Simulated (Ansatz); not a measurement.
Computed with Ansatz on PBE0-D4/def2-TZVP structures; ΔE is electronic, products minus reactants. CCSD(T)/CBS is the MP2 limit (def2-TZVPP, def2-QZVPP) plus CCSD(T) − MP2 in def2-TZVPP, frozen cores. This one scheme is used for every species. DFT in def2-TZVPP. One conformer a species, not always the lowest.

Reaction (hydrogenolysis of a C–C bond): `CCCCC(C)=O` + H₂ → `CC(C)=O` + `CCC`

(1) Is it downhill or uphill in electronic energy at CCSD(T)/CBS, and by how much? (Best estimate.)

(2) What do these levels give: revPBE-D4, BLYP-D4, B97M-V, r2SCANh-D4, PBE, r2SCAN, PBE0, CAM-B3LYP, RPA@PBE/def2-TZVPP, CCSD/def2-SVP, CCSD(T)/def2-TZVPP, CCSD/CBS(def2)? (An estimate is asked.)

Largest T1 diagnostic among the species: 0.013.

## Answers

(1) The calculation gave: Downhill: ΔE = -56.1 kJ/mol.

(2) Computed: revPBE-D4 -51.6, BLYP-D4 -59.2, B97M-V -64.2, r2SCANh-D4 -59.3, PBE -66.9, r2SCAN -61.8, PBE0 -68.1, CAM-B3LYP -71.3, RPA@PBE/def2-TZVPP -54.6, CCSD/def2-SVP -59.6, CCSD(T)/def2-TZVPP -56.5, CCSD/CBS(def2) -61.5 kJ/mol.

The D4 term adds +14.2 kJ/mol with B3LYP and +8.3 kJ/mol with PBE0; it sums over pairs of atoms, weighted by their polarisabilities, and B3LYP, whose exchange is more repulsive, gets the larger term. In def2-TZVPP, CCSD(T) changes the Hartree–Fock value by +28.1 kJ/mol (the triples alone add +5.4 kJ/mol) and MP2 by +32.4 kJ/mol.

B3LYP here is the variant with VWN-RPA as its local correlation; programs differ in this.
